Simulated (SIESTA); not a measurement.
InAs:

```
CELL_PARAMETERS angstrom
0.00000 3.01800 3.01800
3.01800 0.00000 3.01800
3.01800 3.01800 0.00000
ATOMIC_POSITIONS crystal
In 0.00000 0.00000 0.00000
As 0.75000 0.75000 0.75000
```

```yaml
Program: SIESTA 5.4.2
Task: relaxation of cell and atoms
Functional: PBE
Potentials_or_basis: PseudoDojo 0.4 standard (PBE files)
Basis: TZP (energy shift 0.002 Ry; radii capped at 9.5 bohr)
Grid_cutoff: 500 Ry
Energy_shift: 0.002 Ry
k_mesh: 8 × 8 × 8
Occupations: fermi-dirac, width 0.05 eV
Spin: no spin polarisation
```

At the start: pressure 5.2 GPa; volume 27.49 Å³/atom.

Q: Where does the relaxation end?

A: Over 4 steps the energy falls by 36.9 meV/atom and the volume is 30.00 Å³/atom (+9.1 %); space group F-43m (No. 216, to 0.05 Å).

The path:
```tsv
step	energy change (eV)	largest force (eV/Å)	pressure (GPa)	volume (Å³)
1	0.0000	0.0002	5.23	54.98
2	-0.0077	0.0003	4.93	55.22
3	-0.0734	0.0003	0.32	59.71
4	-0.0738	0.0002	0.10	60.00
```

Final structure:
```
CELL_PARAMETERS angstrom
0.00103 3.10779 3.10779
3.10779 0.00103 3.10779
3.10779 3.10779 0.00103
ATOMIC_POSITIONS crystal
In 0.99997 0.99997 0.99997
As 0.75003 0.75003 0.75003
```

Caveat: semicore shells carry a single zeta, which can move pressures by several GPa and volumes by a few percent; the basis of atomic orbitals isn't converged, which shifts pressures, moduli and gaps.
